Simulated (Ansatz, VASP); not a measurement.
One calculation of Ir, two programs

The input INCAR:

```
SYSTEM = Ir
ALGO = Normal ; EDIFF = 1E-6
ENCUT = 520 ; GGA = CA
ISIF = 2 ; ISMEAR = 0
LASPH = .TRUE. ; LCHARG = .FALSE.
LREAL = .FALSE. ; LWAVE = .FALSE.
NBANDS = 10 ; NELM = 80
PREC = Accurate ; SIGMA = 0.15
```

File KPOINTS:

```
k-points
0
G
  20 20 20
  0 0 0
```

The input POSCAR:

```
Ir
1.0
    0.0000000000      1.9054060557      1.9054060557
    1.9054060557      0.0000000000      1.9054060557
    1.9054060557      1.9054060557      0.0000000000
Ir
1
Direct
    0.0000000000      0.0000000000      0.0000000000
```

Input for Ansatz:

```yaml
crystal:
  lattice:
    - [0.0, 1.9054060557, 1.9054060557]
    - [1.9054060557, 0.0, 1.9054060557]
    - [1.9054060557, 1.9054060557, 0.0]
  atoms:
    - { symbol: Ir, position: [0.0, 0.0, 0.0] }
basis:
  ecutwfc: 420
kpoints:
  mp_grid: { grid: [20, 20, 20] }
hamiltonian:
  xc: lda
  pseudopotentials: { kind: paw, azcp: { folder: soft_1 } }
scf:
  occupations: { method: gaussian, width: 0.15 }
output:
  forces: true
  stress: true
  eigenvalues: true
  write_density: true
  write_potential: true
  elf: true
  volumetric_format: npy
```

Alike in both runs: task single point; functional LDA; k mesh 20 × 20 × 20; occupations gaussian, width 0.15 eV; no spin polarisation.

|  | VASP | Ansatz |
| --- | --- | --- |
| version | VASP 6.6.1 | Ansatz 0.2.0 |
| potentials or method | VASP PAW LDA potentials, release 64 (Ir) | scalar-relativistic, plane waves, PAW |
| plane-wave cutoff (eV) | 520 | 420 |
| valence electrons in the cell | 9 | 17 |

```tsv
	VASP	Ansatz	Ansatz less VASP
gap on the k mesh at the Fermi level (eV)	none	none	-
pressure (GPa)	2.6	0.0	-2.61
```

A gap of «none» marks a metal or a gap that the smearing closes. The two sets of potentials don't hold the same shells in valence. Ansatz warned: «pseudo_functional_mismatch».

Spin-orbit coupling is left out, which matters for the levels of Ir.
